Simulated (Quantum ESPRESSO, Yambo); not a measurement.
An input for Yambo 5.3.0 (KI (Fm-3m)):

```
optics
chi
dipoles
Chimod= "HARTREE"
% QpntsRXd
 1 | 1 |
%
% BndsRnXd
 1 | 66 |
%
NGsBlkXd= 3 Ry
% EnRngeXd
 0 | 0.2 | eV
%
% DmRngeXd
 0.2 | 0.2 | eV
%
ETStpsXd= 3
% LongDrXd
 1 | 1 | 1 |
%
```

```sh
OMP_NUM_THREADS=2 mpirun -n 2 yambo -F optics6.in -J optics6 -C optics6 > optics6.log
```

The stored states that it reads are on a 8×8×8 mesh. It takes space group Fm-3m (No. 225, cubic). Conventional cell: a = 7.066 Å, b = 7.066 Å, c = 7.066 Å, α = 90.00°, β = 90.00°, γ = 90.00°. Nearest to K lie 6 I at 3.53 Å. Nearest to I lie 6 K at 3.53 Å. Farther neighbours and most contacts between anions are not listed.

Q: How long will it take on 2 MPI ranks of Arm Neoverse V1, shared host, and how much memory?

It took 17 s; on shared hardware allow 8.7 s to 35 s. Peak host memory was 2.2 GiB.

[Paths, hosts, dates, memory and timing lines, banners, echoed tables and standing remarks are left out of the program output.]

[Logs are printed without paths, hosts, clocks, repeated set-up lines and the standing remarks that a program may print on its own settings, such as how far it seeks lower states.]

[Runs of the session that timed out or met a known fault of the program may be left out.]

[Hosts, paths, dates, database ids (printed as entryN), source tags and the programs' standing remarks are cut or masked in the printed files.]
